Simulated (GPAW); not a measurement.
The system is BN.

```
N B
1.0
     0.00000    1.81300    1.81300
     1.81300    0.00000    1.81300
     1.81300    1.81300    0.00000
N B
1 1
Cartesian
  2.7195 2.7195 2.7195
  0.0000 0.0000 0.0000
```

The cell is a database's computed one.

Base run:

```yaml
Program: GPAW 26.7.0
Functional: RPBE
Potentials_or_basis: the program's PAW data sets (release 1.2.1) made for this functional
Cutoff: 680 eV
Basis: pw
k_mesh: 8 × 8 × 8
Occupations: fermi-dirac, width 0.01 eV
Spin: no spin polarisation
```

Its results: band gap on the k mesh 4.50 eV, indirect (least direct gap 8.85 eV); pressure 0.6 GPa.

**Question.** The run is repeated on the same cell with these changes: functional from RPBE to SCAN; potentials or basis from the program's PAW data sets (release 1.2.1) made for this functional to GPAW PAW data sets (gpaw-data 1.2.1). What comes out?

**Answer.** Band gap on the k mesh 4.95 eV, indirect (least direct gap 9.45 eV); pressure -11.5 GPa.

Caveats: the cutoff is short for stress and forces, so pressures can be off by a GPa or more; the PAW data sets were made with another functional, which shifts forces and pressure a little (some runs).

A k mesh can miss the band edges.

Not every run made on this cell is shown here.
